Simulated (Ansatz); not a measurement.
**Ionic part of the dielectric constant of BN at 22 GPa, mode by mode**

Computed with Ansatz 0.2.0, DFT PBEsol, scalar-relativistic, plane waves, PAW. Cutoff 420 eV, 12×12×12 k-points (Γ-centred), fixed occupations. No spin polarisation. Phonons by linear response, acoustic sum rule imposed.

The structure is trigonal, space group R3m (No. 160). The conventional cell has a = 2.469 Å, b = 2.469 Å, c = 7.835 Å, α = 90.00°, β = 90.00°, γ = 120.00°. Around B (site symmetry 3m) lie 3 N at 1.43 Å. N (site symmetry 3m) has 3 B at 1.43 Å as nearest neighbours.

The crystal is built of layers and no dispersion correction was added, so the binding between them is poorly described, and with it their spacing and whatever depends on it.

The primitive cell has V = 13.79 Å³ and ε∞,xx = 5.554. Each polar mode adds Δε = (4.92064×10⁷/V)·S/ν² along x, with S its oscillator strength in e²/amu, ν in cm⁻¹ and V in Å³.

Q: From these modes, find each Δε and ε0,xx.
```tsv
ν (cm⁻¹)	S_xx (e²/amu)
1439.9	1.131
```

A:
| ν (cm⁻¹) | Δε |
| --- | --- |
| 1439.9 | 1.95 |

The sum is 1.946, so ε0,xx = 7.50; the run's tensor has 7.50.

Q: Where do the longitudinal modes lie for a wave vector along x?

A: At 1673 cm⁻¹. The Lyddane–Sachs–Teller product Π(ν_LO/ν_TO)² = 1.35 matches ε0/ε∞ = 1.35.

This form isn't the usual stable structure of the compound at low pressure.

Cost: 1 run of about 0.6 core-minutes, on Arm Neoverse V1 (shared hosts).